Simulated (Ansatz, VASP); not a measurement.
**One calculation of Gd, two programs**

INCAR

```
ALGO = Normal
EDIFF = 1E-6
ENCUT = 520
GGA = PE
ISIF = 2
ISMEAR = -1
ISPIN = 2
LASPH = True
LCHARG = False
LMAXMIX = 6
LORBIT = 11
LREAL = False
LWAVE = False
MAGMOM = 7
NBANDS = 19
NELM = 150
PREC = Accurate
SIGMA = 0.03
```

KPOINTS

```
k-points
0
Gamma
  11 11 11
```

The input POSCAR:

```
Gd
1.0
   -2.0516477927      2.0516477927      2.0516477927
    2.0516477927     -2.0516477927      2.0516477927
    2.0516477927      2.0516477927     -2.0516477927
Gd
1
Direct
    0.0000000000      0.0000000000      0.0000000000
```

Input for Ansatz:

```yaml
crystal:
  lattice:
    - [-2.0516477927, 2.0516477927, 2.0516477927]
    - [2.0516477927, -2.0516477927, 2.0516477927]
    - [2.0516477927, 2.0516477927, -2.0516477927]
  atoms:
    - { symbol: Gd, position: [0.0, 0.0, 0.0], spin: 7.0 }
magnetization:
  spin_polarized: true
kpoints:
  mp_grid: { grid: [11, 11, 11] }
scf:
  occupations: { method: fermi_dirac, width: 0.03 }
hamiltonian:
  xc: pbe
  pseudopotentials: { kind: paw }
output:
  forces: true
  stress: true
  eigenvalues: true
  populations: true
  write_density: true
  write_potential: true
  elf: true
  volumetric_format: npy
```

Change from the starting cell: volume scaled by 1.04, PAW files.

Alike in both runs: task single point; functional PBE; k mesh 11 × 11 × 11; occupations fermi-dirac, width 0.03 eV; collinear spin.

|  | VASP | Ansatz |
| --- | --- | --- |
| version | VASP 6.6.1 | Ansatz 0.2.0 |
| potentials or method | VASP PAW PBE potentials, release 64 (Gd) | PAW with Ansatz's default frozen-core files, scalar-relativistic |
| plane-wave cutoff (eV) | 520 | 420 |
| valence electrons in the cell | 18 | 18 |

```csv
,VASP,Ansatz,Ansatz less VASP
pressure (GPa),-1.3,-1.2,+0.07
net moment per atom (μB),7.66,7.66,-0.005
size of the moment on the site where the two differ most (μB),7.01,7.35,+0.346
```

Site moments also hang on the region over which each program counts them.

Caveats: spin-orbit coupling is left out, which moves the levels of the heavy elements. The state reached can hang on the start; a lower one may exist.
